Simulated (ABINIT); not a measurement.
A run of ABINIT 10.8.3 (patched build) is set up as follows.

run.abi

```
# Pseudopotentials
pp_dirpath "./"
pseudos "Ge.upf"

# Structure
acell 3*1.0 Angstrom
rprim
     0.0000000000     2.8399028300     2.8399028300
     2.8399028300     0.0000000000     2.8399028300
     2.8399028300     2.8399028300     0.0000000000
ntypat 1
znucl 32
natom 2
typat 1 1
xcart
     4.2598542450     4.2598542450     4.2598542450
     2.8399028300     2.8399028300     2.8399028300 Angstrom
chkprim 0
chksymtnons 0
tolsym 1.0e-6

# Plane-wave basis
ecut 39.0

# k points
kptopt 1
ngkpt 6 6 6
nshiftk 1
shiftk 0.0 0.0 0.0

# Exchange and correlation
ixc -116133

# Bands and occupations
nband 18
occopt 3
tsmear 0.00183747

# SCF cycle
nstep 100
tolvrs 1.0e-10

# Output
iomode 3
prtwf 0
prtden 0
prteig 0
prtebands 0
enunit 1
```

Potentials or basis: PseudoDojo NC SR PBEsol v0.4.1 standard.

Command:

```bash
$ mpirun --bind-to none -np 4 abinit run.abi > log 2>&1
```

Predict the band gap on the k mesh.

none (metal or under the smearing width).

Predict the pressure.

0.0 GPa.

Caveat: this crystal is a semiconductor, whose small gap the functional closes, so the metal is an error of the method.
